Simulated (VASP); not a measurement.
Write the native input for VASP 6.6.1 that does the following.

* Task: single point
* Functional: PBEsol
* Potentials or basis: VASP PAW PBE potentials, release 64 (Ag, Cl)
* Cutoff: 520 eV
* k mesh: 8 × 8 × 8
* Occupations: gaussian, width 0.05 eV
* Spin: no spin polarisation
* Dipole correction: no
* Further INCAR settings: ALGO = Normal; EDIFF = 1e-06; NBANDS = 16

The structure of AgCl lies in POSCAR:

```
AgCl
1.0
    0.0000000000      2.7731500000      2.7731500000
    2.7731500000      0.0000000000      2.7731500000
    2.7731500000      2.7731500000      0.0000000000
Ag Cl
1 1
Direct
    0.5000000000      0.5000000000      0.5000000000
    0.0811351712     -0.0811351712     -0.0811351712
```

Measurements of this composition are mostly on another form, of space group No. 225.

The cell isn't the ideal one: atom 2 (Cl) moved by (-0.450, +0.000) A along x and y.

One way to write it, as run:

INCAR

```
SYSTEM = AgCl
PREC = Accurate ; ENCUT = 520
EDIFF = 1E-6 ; ISMEAR = 0
SIGMA = 0.05 ; LREAL = .FALSE.
LASPH = .TRUE. ; NELM = 100
ALGO = Normal ; ISIF = 2
LWAVE = .FALSE. ; LCHARG = .TRUE.
GGA = PS ; LELF = .TRUE.
LVHAR = .TRUE. ; NBANDS = 16
```

KPOINTS

```
Automatic mesh
0
G
  8 8 8
  0 0 0
```

Potentials or basis: VASP PAW PBE potentials, release 64 (Ag, Cl).

The run is started by

```console
$ cat potpaw_PBE.64/Ag/POTCAR potpaw_PBE.64/Cl/POTCAR > POTCAR
$ mpirun -np 1 vasp_std > vasp.out
```

It gave:

The pressure is 1.4 GPa and the largest force is 1.235 eV/Å. The band gap on the k mesh is 1.00 eV, indirect (least direct gap 1.65 eV).

Caveat: the PAW data sets were made with another functional, which shifts forces and pressure a little.

Run time: 42 s on 1 thread of AMD EPYC 7R13 Processor (Zen 3) (shared host), peak memory 0.16 GiB.
